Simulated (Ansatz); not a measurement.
Ge (Imma), clamped-ion strain scan

Theory: DFT r2SCAN, scalar-relativistic, plane waves, PAW (Ansatz). The runs took a 500 eV cutoff, a Γ-centred 20×20×20 mesh and Gaussian smearing (0.15 eV). No spin polarisation. Energies are free energies at this smearing, counted from the undisturbed cell; pressure is positive in compression.

The undisturbed cell (as given, not relaxed at this level; it stands at -1.4 GPa; this form isn't the usual structure):

```xyz
2
Lattice="-2.4959 2.6509 1.4369 2.4959 -2.6509 1.4369 2.4959 2.6509 -1.4369" Properties=species:S:1:pos:R:3 pbc="T T T"
Ge    2.4959   -1.3254    1.2529
Ge    0.0000    3.9763    0.1841
```

The cell is strained by ε times the Voigt pattern (0, 0, 0, 1, 0, 0) (xx, yy, zz, yz, xz, xy; engineering shear) with fractional coordinates fixed. The cell is metallic on the mesh throughout.

```csv
ε,ΔE (meV/atom),"stress summed along the pattern (GPa, tension positive)",pressure (GPa)
-0.1500,61.2,-5.90,-0.2
-0.0750,16.9,?,?
0.0000,0.0,0.00,-1.4
0.0375,4.3,1.96,-1.3
0.1125,36.6,5.10,-0.7
```

Task: Give the withheld values.

Result: stress summed along the pattern (GPa, tension positive) at ε = -0.0750: -3.73; pressure (GPa) at ε = -0.0750: -1.1.